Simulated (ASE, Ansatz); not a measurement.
# Rock-salt LiH, an end member of the LiF–LiH series (64 atoms): a single point

What does DFT give for rock-salt LiH, an end member of the LiF–LiH series (64 atoms) as built?

Method: Kohn-Sham DFT, PBEsol, PAW (set soft_2), plane waves, in Ansatz 0.2.0.

### Step 1. Starting point

The cell holds 64 atoms: 32 Li and 32 H. Its edges and angles: a = 8.166 Å, b = 8.166 Å, c = 8.166 Å, α = 90.0°, β = 90.0°, γ = 90.0°. It derives from LiH. Rock-salt LiF, 2 x 2 x 2 conventional cells, 32 of 32 F sites given to H at random (x = 1.000), lattice by Vegard's rule (a = 4.083 Å); not relaxed, displaced by a Gaussian of 0.02 Å.

Limits known from the start: Sampling is at Γ alone, for a cell whose shortest periodic width is 8 Å.

### Step 2. Plane-wave single point

The electrons are solved once, with the atoms held.

input.yaml reads:

```yaml
crystal:
  lattice:
    - [8.166, 0.0, 0.0]
    - [0.0, 8.166, 0.0]
    - [0.0, 0.0, 8.166]
  atoms:
    - { symbol: Li, position: [0.99941, 0.00189, 0.99933] }
    - { symbol: H, position: [0.24761, 0.99983, 0.99749] }
    - { symbol: Li, position: [0.00057, 0.24558, 0.24974] }
    - { symbol: H, position: [0.24681, 0.24986, 0.24852] }
    - { symbol: Li, position: [0.2507, 0.0014, 0.24705] }
    - { symbol: H, position: [0.99767, 0.99888, 0.25476] }
    - { symbol: Li, position: [0.25312, 0.24827, 0.99546] }
    - { symbol: H, position: [0.99767, 0.25235, 0.00042] }
    - { symbol: Li, position: [0.00311, 0.99959, 0.50193] }
    - { symbol: H, position: [0.25157, 0.99958, 0.50112] }
    - { symbol: Li, position: [0.99408, 0.2487, 0.74472] }
    - { symbol: H, position: [0.2501, 0.24931, 0.75111] }
    - { symbol: Li, position: [0.24453, 0.9975, 0.75001] }
    - { symbol: H, position: [0.0015, 0.99874, 0.74485] }
    - { symbol: Li, position: [0.25114, 0.24926, 0.50439] }
    - { symbol: H, position: [0.00105, 0.25093, 0.50174] }
    - { symbol: Li, position: [0.00287, 0.50432, 0.99792] }
    - { symbol: H, position: [0.24856, 0.49979, 0.99639] }
    - { symbol: Li, position: [0.99969, 0.75391, 0.24975] }
    - { symbol: H, position: [0.25224, 0.75272, 0.25221] }
    - { symbol: Li, position: [0.24956, 0.49994, 0.25352] }
    - { symbol: H, position: [0.99385, 0.5008, 0.25069] }
    - { symbol: Li, position: [0.24723, 0.74868, 0.00161] }
    - { symbol: H, position: [0.99983, 0.7487, 0.99732] }
    - { symbol: Li, position: [0.99873, 0.49845, 0.49664] }
    - { symbol: H, position: [0.2494, 0.49641, 0.50178] }
    - { symbol: Li, position: [0.00125, 0.74775, 0.75174] }
    - { symbol: H, position: [0.24995, 0.7477, 0.75303] }
    - { symbol: Li, position: [0.24636, 0.50348, 0.74743] }
    - { symbol: H, position: [0.00167, 0.49913, 0.7527] }
    - { symbol: Li, position: [0.25035, 0.74909, 0.49654] }
    - { symbol: H, position: [0.99906, 0.74838, 0.50105] }
    - { symbol: Li, position: [0.50344, 0.00576, 0.99985] }
    - { symbol: H, position: [0.74683, 0.99799, 0.99726] }
    - { symbol: Li, position: [0.50014, 0.24776, 0.24933] }
    - { symbol: H, position: [0.74749, 0.24913, 0.25081] }
    - { symbol: Li, position: [0.75446, 0.00134, 0.24768] }
    - { symbol: H, position: [0.50054, 0.99901, 0.24748] }
    - { symbol: Li, position: [0.75438, 0.24838, 0.00191] }
    - { symbol: H, position: [0.49728, 0.25087, 0.99785] }
    - { symbol: Li, position: [0.49949, 0.99992, 0.50082] }
    - { symbol: H, position: [0.74984, 0.00137, 0.49876] }
    - { symbol: Li, position: [0.5005, 0.25011, 0.74797] }
    - { symbol: H, position: [0.74366, 0.25141, 0.74915] }
    - { symbol: Li, position: [0.74747, 0.00302, 0.75459] }
    - { symbol: H, position: [0.50149, 0.99488, 0.74855] }
    - { symbol: Li, position: [0.74353, 0.24524, 0.49985] }
    - { symbol: H, position: [0.49507, 0.25161, 0.49997] }
    - { symbol: Li, position: [0.50025, 0.49927, 0.00173] }
    - { symbol: H, position: [0.75373, 0.49784, 0.99748] }
    - { symbol: Li, position: [0.50063, 0.75218, 0.24649] }
    - { symbol: H, position: [0.747, 0.74783, 0.25264] }
    - { symbol: Li, position: [0.74869, 0.49995, 0.2502] }
    - { symbol: H, position: [0.49957, 0.49635, 0.2498] }
    - { symbol: Li, position: [0.75022, 0.75116, 0.99881] }
    - { symbol: H, position: [0.50219, 0.7498, 0.99873] }
    - { symbol: Li, position: [0.49948, 0.50459, 0.49926] }
    - { symbol: H, position: [0.74945, 0.50135, 0.49473] }
    - { symbol: Li, position: [0.50029, 0.74983, 0.7482] }
    - { symbol: H, position: [0.7504, 0.74917, 0.74905] }
    - { symbol: Li, position: [0.74949, 0.50095, 0.75065] }
    - { symbol: H, position: [0.50148, 0.49844, 0.74865] }
    - { symbol: Li, position: [0.74674, 0.7537, 0.50105] }
    - { symbol: H, position: [0.50025, 0.74914, 0.50081] }
kpoints:
  mp_grid: { grid: [1, 1, 1] }
hamiltonian:
  xc: pbesol
scf:
  occupations: { method: fermi_dirac, width: 0.05 }
output:
  forces: true
  stress: true
  populations: intrinsic
  dos:
    method: { smearing: { sigma: 0.15 } }
    de: 0.1
    projected: { site_lists: { H: [H], Li: [Li] } }
  eigenvalues: true
  write_density: true
  write_potential: true
  volumetric_format: npy
```

Run with:

```
$ ansatz run input.yaml --threads 8 --pin off --max-ram 15872MiB --backend cpu --events-out ev --progress --plain --runs-dir out
```

Numbers of over 12 decimals in the logs are rounded to 6 here.

Output:

```text
Engine: ansatz 0.2.0, aarch64-unknown-linux-gnu
Pseudopotentials: kind: paw
Pseudopotential: Li, paw, valence charge 3, recommended cutoff 420 eV (normal), Li.paw.azcp
Pseudopotential: H, paw, valence charge 1, recommended cutoff 420 eV (normal), H.paw.azcp
Functional definition: PBEsol
  exchange = pbesol_x
  correlation = pbesol_c
Crystal: 64 atoms, lattice volume = 544.538 Å³
Basis set: ecut = 420 eV, 10779 PW (Γ), exchange–correlation on 120×120×120 points (8 copies of the dense FFT grid, shifted against one another)
Bands: 128, of which v1, the nominal top of the filled ones, is band 64 counted from 1 (63 counted from 0)
Symmetry: 1 space group operations
Space group: P1 (ITA 1), of the structure as read, at distance tolerance 8.2e-5 Å
k-points: 1
Non-local potential: Li, projectors of the file, l = 0: 3, l = 1: 2, l = 2: 1
Non-local potential: H, projectors of the file, l = 0: 2, l = 1: 1
PAW form: soft (Blöchl's): semilocal exchange-correlation on the pseudo side does not see the compensation charge
PAW one-centre angular grid: Li, 110 points (default); XC on 64 Gauss nodes
PAW one-centre angular grid: H, 110 points (default); XC on 64 Gauss nodes
Initial density: superposition of atomic densities (neutral atoms: chi_scale 0, normalization atom), corrected by the library's trained network
Initial wavefunctions: pseudopotential atomic-orbital guess
Functional: x = pbesol(κ = 0.804, μ = 0.123457), c = pbesol(β = 0.046)
SCF iter   1: F=—  HF=-7019.512965 eV  |F-HF|=—  |Δ(HF+E_count)|=         —  Δρ=2.55e-3  dr2=1.30e-2  ethr=1.77e-3  ⟨swp⟩=5.0  Hψ=512  notcnv=0  defer=51
preconditioner: auto → Resta (q_TF=auto, 2.143 Å⁻¹)  ε∞=2.4  [insulator: Δε(μ)=2.686 eV  Ē_g=10.681 eV  σ=0.050 eV  W_gap=1.00  n_scr=80 (ndim 8)  ℏωp=12.7 eV  f_vac=0.000  D(μ)=0.00/eV (n_scr^D=0)  ε∞_Penn≈2.4]
SCF iter   2: F=—  HF=-7019.496016 eV  |F-HF|=—  |Δ(HF+E_count)|=   1.69e-2  Δρ=1.31e-3  dr2=3.57e-3  ethr=1.02e-5  ⟨swp⟩=2.0  Hψ=219  notcnv=0  defer=56
SCF iter   3: F=—  HF=-7019.495296 eV  |F-HF|=—  |Δ(HF+E_count)|=   7.20e-4  Δρ=1.90e-4  dr2=9.86e-5  ethr=2.79e-6  ⟨swp⟩=2.0  Hψ=126  notcnv=0  defer=56
SCF iter   4: F=—  HF=-7019.494553 eV  |F-HF|=—  |Δ(HF+E_count)|=   7.43e-4  Δρ=1.68e-5  dr2=8.67e-7  ethr=7.70e-8  ⟨swp⟩=2.0  Hψ=103  notcnv=0  defer=56
iter 5 did not close the SCF: its close was put off for the readings that it lacked (scf_convergence_deferred on its scf_iter line)
SCF iter   5: F=-7019.494554 eV  HF=-7019.494554 eV  |F-HF|=2.50e-8  |Δ(HF+E_count)|=   4.56e-7  Δρ=2.67e-6  dr2=2.62e-8  ethr=6.77e-10  ⟨swp⟩=2.0  Hψ=120  notcnv=0  defer=56
SCF iter   6: F=-7019.494554 eV  HF=-7019.494554 eV  |F-HF|=2.10e-10  |Δ(HF+E_count)|=   2.79e-8  Δρ=4.14e-7  dr2=8.71e-10  ethr=2.05e-11  ⟨swp⟩=20.0  Hψ=1269  notcnv=0
SCF 1 converged in 6 iterations: F = -7019.494554 eV  dr2 = 8.71e-10
  greatest PAW one-centre occupation: 1.000 electrons in one spin orbital (limit 2), on the Li atom at site 16 (counted from 0), in its partial waves of l = 0
SCF converged after 6 iterations
Free energy (F): -7019.494554 eV
Harris-Foulkes:  -7019.494554 eV  (|F-HF|=2.10e-10)
Internal energy: -7019.494554 eV  (E = F + TS)
E sigma→0 (E₀):  -7019.494554 eV
Fermi energy:    1.986814 eV
--- Per-component energies (eV) ---
  E_band       = -2873.840703
  E_kinetic    = 1138.730673
  E_local      = -4045.021653  (includes V_loc(G=0)·N_el)
  E_nonlocal   = -1016.311123
  E_hartree    = 1130.871905
  E_xc         = -630.577878
  E_vxc        = -819.893158  (∫ρ·V_xc dr)
  E_paw        = -642.048705  (= ΣΔE_a)
  E_vpaw       = -393.054509  (= ΣTr[D̂ρ^β])
  E_aug_tail   = -0.033838  (compensation charges beyond the density's cutoff)
  E_ewald      = -2955.103934
  E_smearing   = -0.000000  (= −TS)
  E_closure    = 0.000000  (closes the sum)
  Σ components = -7019.494554   (vs F -7019.494554, Δ=0.00e0)
--- Forces (eV/Å), atoms counted from 1 ---
  atom   1  Li     0.05816867    -0.00650509    -0.04480389
  atom   2  H     -0.01636431    -0.00042480     0.05781349
  atom   3  Li     0.02304171     0.14241296     0.01585003
  atom   4  H      0.02171470    -0.04181776     0.01506815
  atom   5  Li     0.03508829     0.01133919     0.04729845
  atom   6  H      0.02626193     0.01154252    -0.13537567
  atom   7  Li    -0.07733514     0.08101431     0.01563171
  atom   8  H     -0.01928648    -0.13819169    -0.00057232
  atom   9  Li    -0.06151529    -0.02191564    -0.00784267
  atom  10  H     -0.03127704    -0.01525903    -0.03193542
  atom  11  Li     0.10751381     0.07646177     0.06631762
  atom  12  H     -0.01962717    -0.04128475    -0.03159896
  atom  13  Li     0.11176228     0.02258696     0.00046092
  atom  14  H     -0.06097477     0.02892530     0.11934533
[...]
atom  63  Li     0.07871798    -0.06724521    -0.01881450
  atom  64  H     -0.03566145     0.01873060    -0.02772042
  max |Σ_I F_I| component: 1.21e-5 eV/Å
--- Stress (GPa, compression-positive) ---
       -0.210331      -0.001433       0.000786
       -0.001433      -0.247526       0.002113
        0.000786       0.002113      -0.222409
  P = ⅓ Tr σ = -0.2268 GPa (-2.268 kbar)
--- Band table (eV) ---
  k-point 0: bands = ["-43.4530", "-43.3632", "-43.3546", "-43.3500", [... 112 levels ...], "10.9138", "10.9269", "10.9333", "11.6806", "11.6893", "11.6972", "11.7079", "11.7089", "11.7203", "12.9933", "13.0018", "13.0211"]
--- intrinsic populations: 64 sites ---
  site symbol       q [e]
     0     Li      2.4175
     1      H      1.5856
     2     Li      2.4134
[...]
63      H      1.5879
  spilling = 0.000000 (of n_electrons = 128.000000)
```

The job ended after 3.3 s (8 threads of Arm Neoverse N1, shared host; peak memory 0.51 GiB; 18 s of CPU time).

Read from the output:

```yaml
free_energy: -7019.4946 eV
free_energy_per_atom: -109.6796 eV/atom
scf_cycles: 6
pressure: -0.2268 GPa
r_m_s_force_component: 0.05845 eV/Å
longest_force: 0.1595 eV/Å
fermi_energy: 1.987 eV
spacing_of_highest_filled_and_lowest_empty_level: 2.688 eV
```

Length of the force by element:

```csv
element,coordination,atoms,mean length of the force (eV/Å),spread,least,most
H,all,32,0.0879,0.036,0.0173,0.145
Li,all,32,0.0992,0.0405,0.0241,0.160
```

Intrinsic-atomic-orbital charges by element:

```csv
element,coordination,atoms,mean charge (e),spread,least,most
H,all,32,-0.586,0.001,-0.588,-0.585
Li,all,32,0.586,0.0012,0.583,0.589
```

Density of states as counts of states in windows of 1 eV (from the Fermi level), total and the larger projections:

```csv
from (eV),to (eV),total,H s,Li s
-10,-7,0.0,0.0,0.0
-7,-6,2.0,0.6,1.4
-6,-5,11.6,5.6,5.9
-5,-4,11.0,8.5,2.3
-4,-3,21.5,17.6,3.3
-3,-2,0.0,0.0,0.0
-2,-1,18.0,17.2,0.4
-1,1,0.0,0.0,0.0
1,2,6.0,0.0,0.0
2,3,0.6,0.0,0.6
3,4,31.4,0.0,7.4
4,5,0.0,0.0,0.0
```

The stored curve holds about 64 of the 128 electrons; the rest, give or take the few that broadening carries across the Fermi level, lie in deeper levels below its range.

The levels nearest the highest filled one (over half full), pooled over k-points and spins:

```csv
level less the highest filled one (eV),occupation
-0.231,2
-0.197,2
-0.187,2
-0.0207,2
-0.0184,2
0,2
2.69,0
2.69,0
2.69,0
4.45,0
4.45,0
4.45,0
```

Valence density in the ac plane at fractional y = 0.001, with atoms of Li and H within 0.2 Å of it. It is the smooth field of the valence electrons, not physical close to the nuclei.

Values in e/Å³, 12 rows by 16 columns, each cell a mean:
```
2.1 0.2 0.1 0.5 0.6 0.2 0.1 1.0 2.1 0.2 0.2 0.5 0.6 0.2 0.1 1.1
0.1 0.1 0.1 0.1 0.1 0.1 0.1 0.1 0.2 0.1 0.1 0.1 0.2 0.1 0.1 0.1
0.8 0.3 0.1 2.5 3.5 0.2 0.1 0.6 0.9 0.3 0.1 2.5 4.0 0.3 0.2 0.5
0.7 0.2 0.1 1.4 1.9 0.1 0.1 0.4 0.6 0.2 0.1 1.1 1.7 0.1 0.1 0.5
0.2 0.1 0.1 0.1 0.2 0.1 0.1 0.1 0.1 0.1 0.1 0.1 0.2 0.1 0.1 0.1
4.2 0.4 0.2 0.6 0.9 0.3 0.1 2.2 3.9 0.3 0.2 0.6 0.9 0.3 0.1 1.9
2.1 0.2 0.1 0.4 0.6 0.2 0.1 1.2 2.0 0.2 0.1 0.4 0.6 0.2 0.1 0.9
0.2 0.1 0.1 0.1 0.1 0.1 0.1 0.1 0.2 0.1 0.1 0.1 0.1 0.1 0.1 0.2
0.9 0.3 0.1 2.0 3.8 0.3 0.2 0.6 0.9 0.3 0.1 1.8 3.9 0.4 0.2 0.7
0.5 0.2 0.1 1.2 2.3 0.2 0.1 0.5 0.6 0.2 0.1 1.1 2.3 0.3 0.1 0.4
0.1 0.1 0.1 0.1 0.2 0.1 0.1 0.1 0.1 0.1 0.1 0.1 0.2 0.1 0.1 0.1
3.9 0.3 0.2 0.6 0.8 0.2 0.1 1.9 4.1 0.3 0.2 0.6 0.8 0.3 0.1 2.1
```
Columns run along a (8.2 Å), rows up along c (8.2 Å). Atoms in or near the plane, at fractional coordinates: Li at (0.00, 0.00), H at (0.25, 0.00), Li at (0.25, 0.25), H at (0.00, 0.25), Li at (0.00, 0.50), H at (0.25, 0.50), Li at (0.24, 0.75), H at (0.00, 0.74), Li at (0.50, 0.00), H at (0.75, 0.00), Li at (0.75, 0.25), H at (0.50, 0.25), Li at (0.50, 0.50), H at (0.75, 0.50) and more.

Electrostatic potential energy in the ac plane at fractional y = 0.001, with atoms of Li and H within 0.2 Å of it. With pseudopotentials it is smooth inside the atoms' cores, unlike the true potential.

Ten even steps from '0' (-35 eV) to '9' (4 eV), each cell a mean:
```
14899349985126996279962
67999999998668999999986
99999999999999999999999
99998778999999997679999
69995236999569973138998
06984005997029972027993
48996236999569984348997
99998778999999998789999
99999999999999999999999
57999999997568999999986
13899438984126997379972
03799228983016995059962
36899879996347998689985
89999999999889999999998
99999999999999999899999
79997557999899996468998
17995115898249973027993
28995114897139973026994
99997557999899986458999
99999889999999999899999
88999999998889999999998
36899789996347998799974
03898128984015995059961
```
Columns run along a (8.2 Å; values clipped at the 3rd and 97th percentile), rows up along c (8.2 Å). Atoms in or near the plane, at fractional coordinates: Li at (0.00, 0.00), H at (0.25, 0.00), Li at (0.25, 0.25), H at (0.00, 0.25), Li at (0.00, 0.50), H at (0.25, 0.50), Li at (0.24, 0.75), H at (0.00, 0.74), Li at (0.50, 0.00), H at (0.75, 0.00), Li at (0.75, 0.25), H at (0.50, 0.25), Li at (0.50, 0.50), H at (0.75, 0.50) and more.

Mean intrinsic-atomic-orbital charges: H -0.59, Li +0.59 e.

### Step 3. Distances and neighbours

These statistics describe the geometry on which the runs were made.

Density 0.776 g/cm³, 8.508 Å³ an atom.

g(r), total and by pair (bins of 0.1 Å):

```csv
r (Å),total,H-H,H-Li,Li-Li
1.85,0.00,0.00,0.00,0.00
1.95,0.98,0.00,1.95,0.00
2.05,8.75,0.00,17.50,0.00
2.15,0.05,0.00,0.09,0.00
2.25,0.00,0.00,0.00,0.00
2.35,0.00,0.00,0.00,0.00
2.45,0.00,0.00,0.00,0.00
2.55,0.00,0.00,0.00,0.00
2.65,0.00,0.00,0.00,0.00
2.75,0.00,0.00,0.00,0.00
2.85,6.63,13.50,0.00,13.10
2.95,3.12,6.03,0.00,6.43
3.05,0.00,0.00,0.00,0.00
3.15,0.00,0.00,0.00,0.00
3.25,0.00,0.00,0.00,0.00
3.35,0.00,0.00,0.00,0.00
3.45,0.32,0.00,0.63,0.00
3.55,3.97,0.00,7.94,0.00
3.65,0.05,0.00,0.10,0.00
3.75,0.00,0.00,0.00,0.00
3.85,0.00,0.00,0.00,0.00
3.95,0.00,0.00,0.00,0.00
4.05,1.78,3.68,0.00,3.43
4.15,0.66,1.19,0.00,1.44
4.25,0.00,0.00,0.00,0.00
4.35,0.00,0.00,0.00,0.00
4.45,0.07,0.00,0.15,0.00
4.55,6.91,0.00,13.80,0.00
4.65,0.81,0.00,1.62,0.00
4.75,0.00,0.00,0.00,0.00
4.85,0.00,0.00,0.00,0.00
4.95,3.07,5.99,0.00,6.31
5.05,3.42,7.00,0.00,6.69
5.15,0.00,0.00,0.00,0.00
5.25,0.00,0.00,0.00,0.00
5.35,0.00,0.00,0.00,0.00
5.45,0.00,0.00,0.00,0.00
5.55,0.00,0.00,0.00,0.00
5.65,0.01,0.00,0.00,0.03
5.75,2.02,4.10,0.00,3.97
5.85,0.41,0.77,0.00,0.87
5.95,0.00,0.00,0.00,0.00
6.05,1.08,0.00,2.16,0.00
6.15,4.32,0.00,8.64,0.00
```

Bonds by pair of elements; cutoffs follow the first minimum of g(r), held within bounds set by covalent radii, and pairs that aren't listed don't count as bonded (cutoffs were set anew for this text, so counts can differ from the run's own analysis):

```csv
pair A-B,cutoff (Å),bonds,mean length (Å),spread (Å),shortest (Å),B about A,A about B
H-Li,2.31,192,2.04,0.029,1.98,6,6
```

How many atoms have how many bonded neighbours:

```csv
element,mean,6
H,6,32
Li,6,32
```

Bond angles, per cent of each kind in bins of 5°:

```csv
angle (°),H-Li-H,Li-H-Li
85–90,40.6,40.8
90–95,39.4,39.2
95–100,0.0,0.0
100–105,0.0,0.0
105–110,0.0,0.0
110–115,0.0,0.0
115–120,0.0,0.0
120–125,0.0,0.0
125–130,0.0,0.0
130–135,0.0,0.0
135–140,0.0,0.0
140–145,0.0,0.0
145–150,0.0,0.0
150–155,0.0,0.0
155–160,0.0,0.0
160–165,0.0,0.0
165–170,0.0,0.0
170–175,0.0,0.0
175–180,20.0,20.0
```

Bond angles (no mean is given where the spread exceeds 20°):

```csv
angle,count,mean (°),spread (°)
H-Li-H,480,-,-
Li-H-Li,480,-,-
```

For some of the pairs, g(r) has its first main peak near 2.89 Å (H-H), 2.04 Å (H-Li) and 2.89 Å (Li-Li). By these cutoffs all H atoms have 6 and all Li atoms have 6 bonded neighbours.

A closer look about Li37, which bears the longest force: 10 atoms, nearest first, numbered in the order of the input, with positions taken from that point.

```csv
atom,x,y,z,distance (Å),bonds,intrinsic-atomic-orbital charge (e),Fx,Fy,Fz (eV/Å)
Li37,0.00,0.00,0.00,0.00,6,0.59,-0.108,-0.045,0.109
H6,1.99,-0.02,0.06,1.99,6,-0.59,0.026,0.012,-0.135
H36,-0.06,2.02,0.03,2.02,6,-0.59,0.012,-0.071,-0.051
H34,-0.06,-0.03,-2.04,2.05,6,-0.59,0.105,0.065,0.046
H42,-0.04,0.00,2.05,2.05,6,-0.59,-0.015,0.000,0.008
H52,-0.06,-2.07,0.04,2.07,6,-0.59,0.047,0.091,-0.098
H38,-2.07,-0.02,0.00,2.07,6,-0.59,-0.027,0.031,-0.001
Li3,2.01,1.99,0.02,2.83,6,0.59,0.023,0.142,0.016
Li19,2.00,-2.02,0.02,2.84,6,0.59,-0.052,-0.113,0.065
Li39,0.00,2.02,-2.01,2.85,6,0.58,-0.044,0.148,-0.027
```

The column of bonds counts only the pairs H-Li within 2.31 Å; other neighbours, such as metal atoms beside each other in a compound, aren't counted, and periodic images can show an atom twice.

### Step 4. Outcome

```yaml
free_energy_per_atom: -109.6796 eV/atom
density: 0.7756 g/cm³
pressure: -0.2268 GPa
r_m_s_force_component: 0.05845 eV/Å
spacing_of_highest_filled_and_lowest_empty_level: 2.688 eV
wall_time_of_the_1_dft_run: 3.3 s
```

**Reading.** The highest filled and lowest empty levels differ by 2.69 eV at Γ alone; the mesh holds the band edges only if they fold onto it, so the gap at this level can be narrower or closed, while semilocal functionals tend to narrow gaps against experiment. Counting bonds as in the table, all H atoms have 6 and all Li atoms have 6 bonded neighbours.

[Logs are printed without paths, hosts, clocks, repeated set-up lines and the standing remarks that a program may print on its own settings, such as how far it seeks lower states.]

[Hosts, paths, dates, database ids (printed as entryN), source tags and the programs' standing remarks are cut or masked in the printed files.]
